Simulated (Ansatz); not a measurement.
Crystal: CdSe (Cadmoselite).

```
Cd Se
1.0
     4.30000    0.00000    0.00000
    -2.15000    3.72391    0.00000
     0.00000    0.00000    7.02000
Cd Se
2 2
Direct
  0.66667 0.33333 0.50000
  0.33333 0.66667 0.00000
  0.66667 0.33333 0.88500
  0.33333 0.66667 0.38500
```

Base run:

- Program: Ansatz 0.2.0
- Functional: SVWN5
- Potentials or basis: Ansatz PAW
- Cutoff: 420 eV
- Density cutoff: 1680 eV
- k mesh: 7 × 7 × 4
- Occupations: fermi-dirac, width 0.05 eV
- Spin: no spin polarisation

Its results: band gap on the k mesh 0.43 eV, direct; pressure -1.8 GPa; largest force 0.253 eV/Å.

Question: After a change of settings the same cell gave: band gap on the k mesh 0.63 eV, direct; pressure 5.9 GPa; largest force 0.305 eV/Å. Which change was it?
A. functional from SVWN5 to LDA; spin from no spin polarisation to spin-orbit coupling, no magnetisation; potential files from those of the base run to others of the same set
B. functional from SVWN5 to PBE; occupations from fermi-dirac, width 0.05 eV to gaussian, width 0.012 eV
C. functional from SVWN5 to PBEsol; spin from no spin polarisation to spin-orbit coupling, no magnetisation; potential files from those of the base run to others of the same set
D. functional from SVWN5 to BLYP

Answer: D.

BLYP binds less tightly than SVWN5, so the same cell stands under more pressure.

Caveats: the PAW data sets come from PBE, with cores solved anew for the run's functional, which leaves a small shift of forces and pressure; the potentials were made for another functional, which shifts forces and pressure (some runs).

Not every run made on this cell is shown here.
